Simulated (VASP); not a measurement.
Wanted: the native input for a VASP 6.6.1 run.

```yaml
Task: relaxation of cell and atoms
Functional: LDA
Potentials_or_basis: VASP PAW LDA potentials, release 64 (Na_pv, Cl)
Cutoff: 600 eV
k_mesh: 8 × 8 × 8
Occupations: gaussian, width 0.03 eV
Spin: no spin polarisation
Target_pressure: 32 GPa
Further_INCAR_settings: ALGO = Normal; EDIFF = 1e-06; IBRION = 2; EDIFFG = -0.01; NSW = 90; ISIF = 3
Target_pressure: 32 GPa
```

The structure of NaCl lies in POSCAR:

```
NaCl
1.0
    3.5021900000      0.0000000000      0.0000000000
    0.0000000000      3.5021900000      0.0000000000
    0.0000000000      0.0000000000      3.5021900000
Na Cl
1 1
Direct
    0.0000000000      0.0000000000      0.0000000000
    0.5000000000      0.5000000000      0.5000000000
```

Measurements of this composition are mostly on another form, of space group No. 225.

These files were run (other wordings do the same):

INCAR

```
ALGO = Normal
EDIFF = 1E-6
EDIFFG = -0.01
ENCUT = 600
IBRION = 2
ISIF = 3
ISMEAR = 0
LASPH = True
LCHARG = False
LREAL = False
LWAVE = False
NELM = 80
NSW = 90
PREC = Accurate
PSTRESS = 320.0
SIGMA = 0.03
```

KPOINTS

```
k-points
0
Gamma
  8 8 8
```

Potentials or basis: VASP PAW LDA potentials, release 64 (Na_pv, Cl).

Launch:

```sh
$ cat potpaw_LDA.64/Na_pv/POTCAR potpaw_LDA.64/Cl/POTCAR > POTCAR
$ mpirun -np 1 vasp_std > vasp.out
```

Results of the run:

```
Relaxed volume                                         : 13.12 Å³/atom
Relaxed cell                                           : a = 2.972 Å, b = 2.972 Å, c = 2.972 Å, α = 90.00°, β = 90.00°, γ = 90.00°
Space group after relaxing (to 0.05 Å)                 : Pm-3m (No. 221)
Energy change on relaxing (the enthalpy is what falls) : +394.3 meV/atom
Ionic steps                                            : 7
Pressure after relaxing                                : 32.1 GPa
Band gap on the k mesh                                 : 4.44 eV, direct
```

Caveat: the cell is relaxed towards a set pressure, so the enthalpy falls and the energy may rise; the volume moved by over 15 % at a fixed basis, so the end points are rough.

Wall time 32 s on 1 thread of AMD EPYC 9R14 (Zen 4) (shared host), peak memory 0.12 GiB.
